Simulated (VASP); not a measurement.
**Mg: electron localisation function with AM05**

Crystal: Mg.

```
CELL_PARAMETERS angstrom
-0.00961 2.26348 2.28017
2.20348 0.01765 2.25290
2.22094 2.25369 0.00018
ATOMIC_POSITIONS crystal
Mg 0.00000 0.00000 0.00000
```

The cell isn't the ideal one: cell strained at random at fixed volume.

```
Program                : VASP 6.6.1
Task                   : electron localisation function
Functional             : AM05
Potentials or basis    : VASP PAW PBE potentials, release 64 (Mg_pv)
Cutoff                 : 520 eV
k mesh                 : 10 × 10 × 10
Occupations            : methfessel-paxton, width 0.2 eV
Spin                   : no spin polarisation
Further INCAR settings : ALGO = Normal; EDIFF = 1e-07
```

```yaml
Pressure: 0.0 GPa
Band_gap_on_the_k_mesh: none (metal or under the smearing width)
```

Stress tensor (GPa, compression positive):
```
-0.04 -0.13  0.26
-0.13  0.09 -0.17
 0.26 -0.17  0.08
```

Levels at points of the mesh, in eV from the Fermi level:
```
           k point  band 2  band 3  band 4  band 5  band 6  band 7
(0.00, 0.00, 0.00)  -42.61  -42.60   -7.06   12.13   12.35   12.62
(0.50, 0.00, 0.00)  -42.61  -42.61   -1.87   -1.43   11.23   11.47
(0.00, 0.50, 0.00)  -42.61  -42.61   -1.74   -1.21   10.88   11.33
(0.50, 0.50, 0.00)  -42.62  -42.62   -0.42    0.58    6.14    7.04
(0.00, 0.00, 0.50)  -42.61  -42.61   -1.83   -1.35   10.96   11.55
(0.50, 0.00, 0.50)  -42.62  -42.62   -0.33    0.69    6.06    6.81
(0.00, 0.50, 0.50)  -42.62  -42.62   -0.13    0.90    5.90    6.59
(0.50, 0.50, 0.50)  -42.61  -42.61   -1.83   -1.35   11.10   11.43
```

It took 20 s on 1 thread of Intel(R) Xeon(R) 6975P-C (Granite Rapids) (shared host), peak memory 0.2 GiB.

Caveat: the PAW data sets were made with another functional, which shifts forces and pressure a little.
